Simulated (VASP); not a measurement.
A run of VASP 6.6.1:

INCAR

```
AGGAC = 0.0 ; ALGO = Normal
EDIFF = 1E-6 ; EDIFFG = -0.02
ENCUT = 600 ; GGA = RE
IBRION = 2 ; ISIF = 3
ISMEAR = -1 ; LASPH = T
LCHARG = F ; LREAL = F
LUSE_VDW = T ; LWAVE = F
NELM = 80 ; NSW = 60
PREC = Accurate ; SIGMA = 0.05
```

KPOINTS

```
k-points
0
Gamma
  12 12 11
```

POSCAR

```
Si
1.0
    2.6205428149      0.0000000000      0.0000000000
   -1.3102714075      2.2694566494      0.0000000000
    0.0000000000      0.0000000000      2.4663543900
Si
1
Direct
    0.0000000000      0.0000000000      0.0000000000
```

Potentials or basis: VASP PAW PBE potentials, release 64 (Si).

The run is started by

```bash
$ cat potpaw_PBE.64/Si/POTCAR > POTCAR
$ mpirun -np 1 vasp_std > vasp.out
```

Hardware: 1 thread of Intel(R) Xeon(R) Platinum 8488C (Sapphire Rapids), with other jobs on the host.

Task: Estimate the wall time of this run.

Result: Wall time 55 s on 1 thread of Intel(R) Xeon(R) Platinum 8488C (Sapphire Rapids), on a shared host, peak memory 0.25 GiB. Counts: scf iterations 29, k points 114, ion steps 5.
